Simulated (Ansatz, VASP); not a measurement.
## Two plane-wave programs on SnTe

File INCAR:

```
SYSTEM = SnTe
ALGO = Normal ; EDIFF = 1E-7
ENCUT = 520 ; GGA = PE
ISIF = 2 ; ISMEAR = -1
LASPH = .TRUE. ; LCHARG = .FALSE.
LREAL = .FALSE. ; LWAVE = .FALSE.
NBANDS = 17 ; NELM = 80
PREC = Accurate ; SIGMA = 0.02
```

The input KPOINTS:

```
k-points
0
G
  8 8 8
  0 0 0
```

File POSCAR:

```
SnTe
1.0
    0.0000000000      3.1893301349      3.1893301349
    3.1893301349      0.0000000000      3.1893301349
    3.1893301349      3.1893301349      0.0000000000
Sn Te
1 1
Direct
    0.0000000000      0.0000000000      0.0000000000
    0.5000000000      0.5000000000      0.5000000000
```

Input for Ansatz:

```yaml
crystal:
  lattice:
    - [0.0, 3.1893301349, 3.1893301349]
    - [3.1893301349, 0.0, 3.1893301349]
    - [3.1893301349, 3.1893301349, 0.0]
  atoms:
    - { symbol: Sn, position: [0.0, 0.0, 0.0] }
    - { symbol: Te, position: [0.5, 0.5, 0.5] }
kpoints:
  mp_grid: { grid: [8, 8, 8] }
  band_path:
    path:
      - [0.0, 0.0, 0.0]
      - [0.5, 0.0, 0.5]
      - [0.625, 0.25, 0.625]
      - [0.375, 0.375, 0.75]
      - [0.5, 0.5, 0.5]
      - [0.5, 0.25, 0.75]
      - [0.0, 0.0, 0.5]
    npoints: 1
hamiltonian:
  xc: pbe
scf:
  occupations: { method: fermi_dirac, width: 0.02 }
  n_extra_bands: 4
output:
  forces: true
  stress: true
  eigenvalues: true
```

The cell was built by a generator and needn't be a form met in nature.

Alike in both runs: task single point; functional PBE; k mesh 8 × 8 × 8; occupations fermi-dirac, width 0.02 eV; no spin polarisation.

```csv
,VASP,Ansatz
version,VASP 6.6.1,Ansatz 0.2.0
potentials or method,"VASP PAW PBE potentials, release 64 (Sn_d, Te)","plane waves, PAW"
plane-wave cutoff (eV),520,420
valence electrons in the cell,20,30
```

```tsv
	VASP	Ansatz	Ansatz less VASP
pressure (GPa)	0.6	0.6	+0.02
```

The two sets of potentials don't hold the same shells in valence.

Caveats: spin-orbit coupling is left out, which moves the levels of the heavy elements.
